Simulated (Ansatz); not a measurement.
**Sr: a tetragonal deformation path**

The task here is to estimate one member of a computed series from the others.

Method: DFT PBE, scalar-relativistic, plane waves, PAW, in Ansatz 0.2.0.

**The system as given**

It takes space group Fm-3m (No. 225, cubic). Conventional cell: a = 6.085 Å, b = 6.085 Å, c = 6.085 Å, α = 90.00°, β = 90.00°, γ = 90.00°. Around Sr (site symmetry m-3m) lie 12 Sr at 4.30 Å.

Coordinates:

```xyz
1
Lattice="0.0000 3.0423 3.0423 3.0423 0.0000 3.0423 3.0423 3.0423 0.0000" Properties=species:S:1:pos:R:3 pbc="T T T"
Sr    0.0000    0.0000    0.0000
```

The cell is taken as given, not relaxed at this level.

**The reference cell**

Reference values: F = -3544.2275 eV; pressure -0.29 GPa; largest force 0.000 eV/Å; gap on the mesh none (metal). It was computed beforehand with the settings of the runs below.

The first run:

At fixed volume and fractional coordinates, lengths along (0.000, 0.000, 1.000) are scaled against those across it; ρ is that ratio over its starting value.

input.yaml

```yaml
crystal:
  lattice:
    - [0.0, 3.4150943274, 2.4144716895]
    - [3.4150943274, 0.0, 2.4144716895]
    - [3.4150943274, 3.4150943274, 0.0]
  atoms:
    - { symbol: Sr, position: [0.0, 0.0, 0.0] }
basis:
  ecutwfc: 420
kpoints:
  mp_grid: { grid: [16, 16, 16] }
hamiltonian:
  xc: pbe
scf:
  occupations: { method: gaussian, width: 0.15 }
output:
  forces: true
  stress: true
  eigenvalues: true
```

Command:

```
> ansatz run input.yaml --threads 1 --pin off --max-ram 2560MiB --backend cpu --events-out ev --progress --plain --runs-dir out
```

Steps of the session up to this table: At ρ = 0.707; At ρ = 1.414; Point ρ = 0.850; ρ = 1.200; Point ρ = 0.780; ρ = 1.300; At ρ = 0.920; At ρ = 1.100; At ρ = 0.650; Point ρ = 1.500; Point ρ = 0.960; ρ = 1.050.

One of the session's tables, all rows but one given; the rest of the session is left out.

It belongs to the step «The scan collected». The scan, with free energies counted from the undisturbed cell:

| ρ | ΔE (meV/atom) | pressure (GPa) |
| --- | --- | --- |
| 0.650 | 11.3 | -0.4 |
| 0.707 | 9.1 | -0.5 |
| 0.780 | 9.3 | -0.4 |
| 0.850 | 7.0 | -0.3 |
| 0.920 | 2.8 | -0.3 |
| 0.960 | ? | ? |
| 1.000 | 0.0 | -0.3 |
| 1.050 | 1.6 | -0.3 |
| 1.100 | 7.3 | -0.3 |
| 1.200 | 33.7 | -0.3 |
| 1.300 | 78.6 | -0.3 |
| 1.414 | 152.3 | -0.2 |
| 1.500 | 223.1 | 0.0 |

Q: Estimate the row for ρ = 0.960 from the others.

Worked estimate for «ΔE (meV/atom)». A straight line through the neighbours (0.920, 2.8) and (1.000, 0.0) gives 2.8 + (0.0 − 2.8) × (0.960 − 0.920) / (1.000 − 0.920) = 1.4; a parabola fitted to 4 rows on both sides gives 1.0.

As computed: ΔE (meV/atom): 0.8; pressure (GPa): -0.3. In «ΔE (meV/atom)» the line misses by +0.6 and the parabola by +0.2.
